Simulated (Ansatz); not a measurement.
# CuAu under changes of volume

One of the cells (15.351 Å³/atom); the others are scaled copies at fixed shape and fractional positions:

```
CELL_PARAMETERS angstrom
1.44306 0.83315 4.25617
-1.44306 0.83315 4.25617
0.00000 -1.66630 4.25617
ATOMIC_POSITIONS crystal
Au 0.00000 0.00000 0.00000
Cu 0.50000 0.50000 0.50000
```

The cell comes from a database or a generator and needn't be the stable form of this composition.

```yaml
Program: Ansatz 0.2.0
Functional: HSE06
Potentials_or_basis: Ansatz PAW
Cutoff: "420 eV (not typed: the program's choice for these potentials)"
k_mesh: 6 × 6 × 6
Occupations: fermi-dirac, width 0.05 eV
Spin: no spin polarisation
```

| volume (Å³/atom) | energy over the lowest point (meV/atom) | pressure (GPa) |
| --- | --- | --- |
| 14.430 | 16.06 | 7.6 |
| 14.737 | 4.85 | 4.1 |
| 15.044 | 0.00 | 1.0 |
| 15.351 | 0.70 | -1.7 |
| 15.658 | 6.23 | -4.0 |
| 15.965 | 15.92 | -6.1 |
| 16.272 | ? | ? |

Q: What does the run at 16.272 Å³/atom give?

A: Energy over the lowest point 29.32 meV/atom; pressure -7.9 GPa.

Worked out: A Birch-Murnaghan fit of order 3 (a polynomial in V^(-2/3)) to the other rows has its minimum at 15.15 Å³/atom with B0 = V·E''(V) = 136 GPa and B' = 5.9 at fixed shape and positions, which overstates the stiffness. It gives 29.24 meV/atom at 16.272 Å³/atom, against the run's 29.32, and -dE/dV = -7.8 GPa, against -7.9.

Energies are extrapolated to zero smearing.

Caveats: all runs use coarse meshes; the PAW data sets come from PBE, with cores solved anew for the run's functional, which leaves a small shift of forces and pressure; the thresholds are loose for stress.
